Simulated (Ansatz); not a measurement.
# CdS (Greenockite) (P6_3mc) in Ansatz: convergence with k mesh

Aim: find how far k mesh must go before the results for CdS (Greenockite) settle, at HSE06. This setting moves, with any that are tied to it; all else stays.

Everything below comes from runs of Ansatz 0.2.0. Logs are shortened: lines on timing, memory, paths and dates and some standing lists are left out, and cuts for length are marked.

**1. Starting point**

The structure is hexagonal, space group P6_3mc (No. 186). The conventional cell has a = 4.150 Å, b = 4.150 Å, c = 6.737 Å, α = 90.00°, β = 90.00°, γ = 120.00°. Cd (site symmetry 3m) has 4 S at 2.53 to 2.54 Å as nearest neighbours. S (site symmetry 3m) has 4 Cd at 2.53 to 2.54 Å as nearest neighbours.

**2. With k mesh 2 × 2 × 2**

input.yaml

```yaml
crystal:
  lattice:
    - [4.15, 0.0, 0.0]
    - [-2.075, 3.5940054257, 0.0]
    - [0.0, 0.0, 6.737]
  atoms:
    - { symbol: Cd, position: [0.6666666667, 0.3333333333, 0.5] }
    - { symbol: Cd, position: [0.3333333333, 0.6666666667, 0.0] }
    - { symbol: S, position: [0.6666666667, 0.3333333333, 0.875] }
    - { symbol: S, position: [0.3333333333, 0.6666666667, 0.375] }
hamiltonian:
  xc: hse06
  pseudopotentials: { kind: paw }
kpoints:
  mp_grid: { grid: [2, 2, 2] }
scf:
  occupations: { method: methfessel_paxton, width: 0.05 }
output:
  forces: true
  stress: true
  eigenvalues: true
```

Potentials or basis: Ansatz PAW.

On the command line:

```
ansatz run input.yaml --threads 2 --pin off --max-ram 5632MiB --backend cpu --events-out ev --progress --plain --runs-dir out
```

Run time: 19 s. Hardware: 2 threads of Intel Xeon at 2.50GHz (Skylake/Cascade Lake), shared host; peak memory 0.6 GiB.

What came out:

* Free energy: -18323.5583 eV
* Pressure: 2.5 GPa
* Largest force: 0.156 eV/Å
* Band gap on the k mesh: 2.25 eV, direct

**3. With k mesh 3 × 3 × 2**

input.yaml: that of step 2 with these lines changed.

```diff
@@ -14,3 +14,3 @@
 kpoints:
-  mp_grid: { grid: [2, 2, 2] }
+  mp_grid: { grid: [3, 3, 2] }
 scf:
```

Potentials or basis: Ansatz PAW.

On the command line:

```
ansatz run input.yaml --threads 2 --pin off --max-ram 5632MiB --backend cpu --events-out ev --progress --plain --runs-dir out
```

Run time: 31 s. Hardware: 2 threads of Intel Xeon at 2.50GHz (Skylake/Cascade Lake), shared host; peak memory 0.74 GiB.

What came out:

* Free energy: -18324.2630 eV
* Pressure: 1.2 GPa
* Largest force: 0.031 eV/Å
* Band gap on the k mesh: 2.25 eV, direct

**4. With k mesh 4 × 4 × 2**

input.yaml: that of step 3 with these lines changed.

```diff
@@ -14,3 +14,3 @@
 kpoints:
-  mp_grid: { grid: [3, 3, 2] }
+  mp_grid: { grid: [4, 4, 2] }
 scf:
```

On the command line:

```
ansatz run input.yaml --threads 2 --pin off --max-ram 5632MiB --backend cpu --events-out ev --progress --plain --runs-dir out
```

Run time: 45 s. Hardware: 2 threads of Intel Xeon at 2.50GHz (Skylake/Cascade Lake), shared host; peak memory 0.94 GiB.

Results:

| Quantity | Value |
| --- | --- |
| Free energy | -18324.3695 eV |
| Pressure | 1.0 GPa |
| Largest force | 0.062 eV/Å |
| Band gap on the k mesh | 2.23 eV, direct |

**5. With k mesh 4 × 4 × 3**

input.yaml: that of step 4 with these lines changed.

```diff
@@ -14,3 +14,3 @@
 kpoints:
-  mp_grid: { grid: [4, 4, 2] }
+  mp_grid: { grid: [4, 4, 3] }
 scf:
```

On the command line:

```
ansatz run input.yaml --threads 2 --pin off --max-ram 5632MiB --backend cpu --events-out ev --progress --plain --runs-dir out
```

It took 55 s on 2 threads of Intel Xeon at 2.50GHz (Skylake/Cascade Lake), shared host; peak memory 1.1 GiB.

Results:

```yaml
Free_energy: -18324.3700 eV
Pressure: 1.0 GPa
Largest_force: 0.063 eV/Å
Band_gap_on_the_k_mesh: 2.23 eV, direct
```

**6. With k mesh 5 × 5 × 3**

input.yaml: that of step 5 with these lines changed.

```diff
@@ -14,3 +14,3 @@
 kpoints:
-  mp_grid: { grid: [4, 4, 3] }
+  mp_grid: { grid: [5, 5, 3] }
 scf:
```

Potentials or basis: Ansatz PAW.

On the command line:

```
ansatz run input.yaml --threads 2 --pin off --max-ram 5632MiB --backend cpu --events-out ev --progress --plain --runs-dir out
```

Wall time 89 s (2 threads of Intel Xeon at 2.50GHz (Skylake/Cascade Lake), shared host); peak memory 1.5 GiB.

The run converged. Its results:

* Free energy: -18324.3891 eV
* Pressure: 0.9 GPa
* Largest force: 0.070 eV/Å
* Band gap on the k mesh: 2.22 eV, direct

**7. With k mesh 7 × 7 × 4**

input.yaml: that of step 6 with these lines changed.

```diff
@@ -14,3 +14,3 @@
 kpoints:
-  mp_grid: { grid: [5, 5, 3] }
+  mp_grid: { grid: [7, 7, 4] }
 scf:
```

On the command line:

```
ansatz run input.yaml --threads 2 --pin off --max-ram 5632MiB --backend cpu --events-out ev --progress --plain --runs-dir out
```

It took 3.4 min on 2 threads of Intel Xeon at 2.50GHz (Skylake/Cascade Lake), shared host; peak memory 2.9 GiB.

Results (log left out):

* Free energy: -18324.3949 eV
* Pressure: 0.9 GPa
* Largest force: 0.072 eV/Å
* Band gap on the k mesh: 2.22 eV, direct

**8. With k mesh 8 × 8 × 5**

input.yaml: that of step 7 with these lines changed.

```diff
@@ -14,3 +14,3 @@
 kpoints:
-  mp_grid: { grid: [7, 7, 4] }
+  mp_grid: { grid: [8, 8, 5] }
 scf:
```

On the command line:

```
ansatz run input.yaml --threads 2 --pin off --max-ram 5632MiB --backend cpu --events-out ev --progress --plain --runs-dir out
```

Run time: 4.9 min. Hardware: 2 threads of Intel Xeon at 2.50GHz (Skylake/Cascade Lake), shared host; peak memory 4.4 GiB.

Results (log left out):

```yaml
Free_energy: -18324.3952 eV
Pressure: 0.9 GPa
Largest_force: 0.072 eV/Å
Band_gap_on_the_k_mesh: 2.22 eV, direct
```

**9. With k mesh 10 × 10 × 6**

input.yaml: that of step 8 with these lines changed.

```diff
@@ -14,3 +14,3 @@
 kpoints:
-  mp_grid: { grid: [8, 8, 5] }
+  mp_grid: { grid: [10, 10, 6] }
 scf:
```

Potentials or basis: Ansatz PAW.

On the command line:

```
ansatz run input.yaml --threads 2 --pin off --max-ram 5632MiB --backend cpu --events-out ev --progress --plain --runs-dir out
```

The log of the run:

```text
Warning: output.stress: scf.convergence.dr2_threshold = 1e-7 eV (the SCF's general default) is looser than the 4e-10 eV advised for a printed stress (1e-10 eV for each atom of the cell: 4). What an SCF threshold leaves in a stress goes as its square root, and in the free energy as the threshold itself, and one threshold admits the most on a small cell: of the crystals measured, under no hybrid functional and no lock of the moments, on runs that ended without the residual-converged pass, on stresses that held no estimate of that error, the worst erred by over 100 MPa in a component at 1e-7 eV an atom and by under 5 at 1e-10. Set scf.convergence.dr2_threshold to 4e-10 eV or tighter. The threshold is an SCF's pass mark: one that does not reach it within its budget of iterations ends unconverged, or closes short of it on a stop that the run arms, and scf.convergence.dr2_threshold's page says what that costs each kind of run
Warning: output.stress: scf.exx.energy_threshold = 1e-6 eV is looser than the 4e-8 eV advised for a stress under a hybrid functional (1e-8 eV for each atom of the cell: 4). Every SCF of the exchange loop can meet its threshold on dr2 while the loop round them stops early: no threshold on dr2 bounds what that leaves in the stress. Set scf.exx.energy_threshold to 4e-8 eV or tighter. The threshold is the loop's pass mark: a loop that does not reach it within its budget of cycles ends unconverged, and scf.exx.energy_threshold's page has the law
Warning: RAYON_NUM_THREADS=2 ignored (pool sized by the plan → 2); use --threads N
Engine: ansatz 0.2.0, x86_64-unknown-linux-gnu
Pseudopotentials: kind: paw
Pseudopotential: Cd, paw, valence charge 20, recommended cutoff 420 eV (normal), Cd.paw.azcp
Pseudopotential: S, paw, valence charge 6, recommended cutoff 420 eV (normal), S.paw.azcp
Functional definition: HSE06
  parameter a = 0.25
  parameter omega = 0.11/bohr
  exchange = pbe_x - a*pbe_x_sr(omega) + a*exact_x_sr(omega)
  correlation = pbe_c
Crystal: 4 atoms, lattice volume = 100.483 Å³
Basis set: ecut = 420 eV, 1973 PW (Γ), exchange–correlation on 60×60×96 points (8 copies of the dense FFT grid, shifted against one another)
Bands: 32, of which v1, the nominal top of the filled ones, is band 26 counted from 1 (25 counted from 0)
[... 63 lines left out ...]
  E_exx        = -199.322111  (= α·E_x^exact, valence–valence)
  E_paw        = -9288.941377  (= ΣΔE_a)
  E_vpaw       = -958.029837  (= ΣTr[D̂ρ^β])
  E_aug_tail   = 0.000032  (compensation charges beyond the density's cutoff)
  E_ewald      = -5382.392226
  E_core_change = -1.390708  (= ΣΔE_core)
  E_smearing   = 0.000000  (= −TS)
  E_closure    = -0.000001  (closes the sum)
  Σ components = -18324.395260   (vs F -18324.395260, Δ=-3.64e-12)
--- Forces (eV/Å), atoms counted from 1 ---
  atom   1  Cd    -0.00000000    -0.00000000    -0.07238690
  atom   2  Cd     0.00000000     0.00000000    -0.07238690
  atom   3  S      0.00000000    -0.00000000     0.07236986
  atom   4  S      0.00000000     0.00000000     0.07236986
  max |Σ_I F_I| component: 3.41e-5 eV/Å
--- Stress (GPa, compression-positive) ---
        0.724331      -0.000000      -0.000000
        0.000000       0.724331       0.000000
       -0.000000       0.000000       1.298298
  P = ⅓ Tr σ = 0.9157 GPa (9.157 kbar)
--- Band table (eV; the first three rows and the last of 56) ---
  k-point 0: bands = ["-100.2090", "-100.2090", "-59.9427", "-59.9427", "-59.9427", "-59.9427", "-59.9421", "-59.9419", "-7.3901", "-6.9422", "-2.7455", "-2.7236", "-2.7236", "-2.6366", "-2.6366", "-2.3180", "-2.3180", "-2.2335", "-2.2335", "-1.8533", "1.4742", "5.2744", "5.2744", "6.0446", "6.0872", "6.0872", "8.3034", "9.9649", "13.7150", "13.7150", "14.0580", "14.8856"]
  k-point 1: bands = ["-100.2090", "-100.2089", "-59.9427", "-59.9427", "-59.9427", "-59.9427", "-59.9420", "-59.9418", "-7.3588", "-6.9701", "-2.7221", "-2.7193", "-2.7193", "-2.6441", "-2.6441", "-2.3110", "-2.3110", "-2.2378", "-2.2378", "-1.9837", "1.7749", "5.3257", "5.3257", "5.5429", "6.0292", "6.0292", "8.7595", "10.0035", "13.7405", "13.7405", "13.7817", "14.6776"]
  k-point 2: bands = ["-100.2089", "-100.2089", "-59.9427", "-59.9427", "-59.9427", "-59.9427", "-59.9420", "-59.9419", "-7.2737", "-7.0485", "-2.7065", "-2.7065", "-2.6632", "-2.6632", "-2.6429", "-2.2929", "-2.2929", "-2.2505", "-2.2505", "-2.2492", "2.5295", "4.5674", "5.4678", "5.4678", "5.8736", "5.8736", "9.5229", "10.0761", "13.3650", "13.8451", "13.8451", "13.9848"]
  k-point 55: bands = ["-100.2090", "-100.2090", "-59.9429", "-59.9429", "-59.9426", "-59.9426", "-59.9419", "-59.9419", "-6.8496", "-6.8496", "-2.5570", "-2.5570", "-2.5297", "-2.5297", "-2.3266", "-2.3266", "-2.2863", "-2.2863", "-1.7130", "-1.7130", "1.8955", "1.8955", "3.6200", "3.6200", "4.8971", "4.8971", "11.5818", "11.5818", "13.2024", "13.2024", "13.8008", "13.8008"]
```

Wall time 11 min (2 threads of Intel Xeon at 2.50GHz (Skylake/Cascade Lake), shared host); peak memory 4.8 GiB.

Results:

```
Free energy            : -18324.3953 eV
Pressure               : 0.9 GPa
Largest force          : 0.072 eV/Å
Band gap on the k mesh : 2.22 eV, direct
```

**10. With k mesh 12 × 12 × 7**

input.yaml: that of step 9 with these lines changed.

```diff
@@ -14,3 +14,3 @@
 kpoints:
-  mp_grid: { grid: [10, 10, 6] }
+  mp_grid: { grid: [12, 12, 7] }
 scf:
```

On the command line:

```
ansatz run input.yaml --threads 2 --pin off --max-ram 5632MiB --backend cpu --events-out ev --progress --plain --runs-dir out
```

Run time: 12 min. Hardware: 2 threads of Intel Xeon at 2.50GHz (Skylake/Cascade Lake), shared host.

The run was cut off at its time limit.

**11. The series at a glance**

| k mesh | energy less the tightest run, at zero smearing (meV/atom) | pressure (GPa) | largest force (eV/Å) | gap on the mesh (eV) | SCF cycles | CPU time (s) | peak memory (GiB) |
| --- | --- | --- | --- | --- | --- | --- | --- |
| 2 × 2 × 2 | 209.24 | 2.55 | 0.156 | 2.246 | 16 | 32 | 0.6 |
| 3 × 3 × 2 | 33.07 | 1.24 | 0.031 | 2.247 | 14 | 54 | 0.74 |
| 4 × 4 × 2 | 6.44 | 0.97 | 0.062 | 2.228 | 13 | 81 | 0.94 |
| 4 × 4 × 3 | 6.32 | 0.99 | 0.063 | 2.226 | 13 | 100 | 1.1 |
| 5 × 5 × 3 | 1.55 | 0.93 | 0.070 | 2.220 | 13 | 160 | 1.5 |
| 7 × 7 × 4 | 0.10 | 0.92 | 0.072 | 2.217 | 13 | 380 | 2.9 |
| 8 × 8 × 5 | 0.03 | 0.92 | 0.072 | 2.216 | 13 | 560 | 4.4 |
| 10 × 10 × 6 | 0.00 | 0.92 | 0.072 | 2.216 | 13 | 1200 | 4.8 |
| 12 × 12 × 7 | timed out after 730 s | - | - | - | - | - | - |

Against the tightest run, the energy stays within 1 meV/atom from 7 × 7 × 4 on; the pressure stays within 0.1 GPa from 4 × 4 × 2 on; the largest force stays within 0.005 eV/Å from 5 × 5 × 3 on; the gap on the mesh stays within 0.01 eV from 4 × 4 × 3 on. Meshes of other sizes hit other points, so gaps and Fermi surfaces needn't settle smoothly. The tightest run that finished is the yardstick and may itself not be fully converged.

Caveats: the PAW data sets come from PBE, with cores solved anew for the run's functional, which leaves a small shift of forces and pressure; the thresholds are loose for stress.
